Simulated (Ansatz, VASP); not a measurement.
One calculation of Pd, two programs

POSCAR

```
Pd
1.0
    2.5877093125      0.0000000000      0.0000000000
    0.0000000000      2.5877093125      0.0000000000
    0.0000000000      0.0000000000      2.5877093125
Pd
1
Direct
    0.0000000000      0.0000000000      0.0000000000
```

Contents of INCAR.step1:

```
SYSTEM = Pd
  PREC = Accurate
  ENCUT = 600
  ISMEAR = 0
  SIGMA = 0.1
  LREAL = .FALSE.
  LASPH = .TRUE.
  NELM = 100
  GGA = PE
  ALGO = Normal
  EDIFF = 1E-4
  LWAVE = .TRUE.
  LCHARG = .FALSE.
```

The input INCAR.step2:

```
SYSTEM = Pd
  PREC = Accurate
  ENCUT = 600
  EDIFF = 1E-6
  ISMEAR = 0
  SIGMA = 0.1
  LREAL = .FALSE.
  LASPH = .TRUE.
  NELM = 100
  ALGO = Normal
  ISIF = 3
  LWAVE = .FALSE.
  LCHARG = .FALSE.
  METAGGA = R2SCAN
  LMIXTAU = .TRUE.
  IBRION = 2
  NSW = 100
  EDIFFG = -0.01
  ISTART = 1
```

The input KPOINTS:

```
regular mesh
0
G
  22 22 22
  0 0 0
```

Input for Ansatz:

```yaml
crystal:
  lattice:
    - [2.5877093125, 0.0, 0.0]
    - [0.0, 2.5877093125, 0.0]
    - [0.0, 0.0, 2.5877093125]
  atoms:
    - { symbol: Pd, position: [0.0, 0.0, 0.0] }
basis:
  ecutwfc: 500
kpoints:
  mp_grid: { grid: [22, 22, 22] }
hamiltonian:
  xc: r2scan
scf:
  occupations: { method: gaussian, width: 0.1 }
output:
  forces: true
  stress: true
  eigenvalues: true
relax:
  adjacent_minimum: "off"
  f_tol: 0.01
  max_steps: 80
  cell: { stress_tol: 0.05 }
```

Alike in both runs: task relaxation of cell and atoms; functional r2SCAN; k mesh 22 × 22 × 22; occupations gaussian, width 0.1 eV; no spin polarisation.

|  | VASP | Ansatz |
| --- | --- | --- |
| version | VASP 6.6.1 | Ansatz 0.2.0 |
| potentials or method | VASP PAW PBE potentials, release 64 (Pd) | scalar-relativistic, plane waves, PAW |
| plane-wave cutoff (eV) | 600 | 500 |
| valence electrons in the cell | 10 | 18 |

Ansatz gave:

| Quantity | Value |
| --- | --- |
| gap on the k mesh at the Fermi level, each at its own relaxed structure (eV) | none |
| relaxed volume (Å³/atom) | 17.33 |
| relaxed cell length with the largest relative difference (Å) | 2.588 |

Question: What did VASP give for the same quantities?

Answer: gap on the k mesh at the Fermi level, each at its own relaxed structure (eV): none; relaxed volume (Å³/atom): 17.38; relaxed cell length with the largest relative difference (Å): 2.590.

A gap of «none» marks a metal or a gap that the smearing closes. The two sets of potentials don't hold the same shells in valence.

Caveats: the PAW data sets were made with another functional, which shifts forces and pressure a little (VASP).
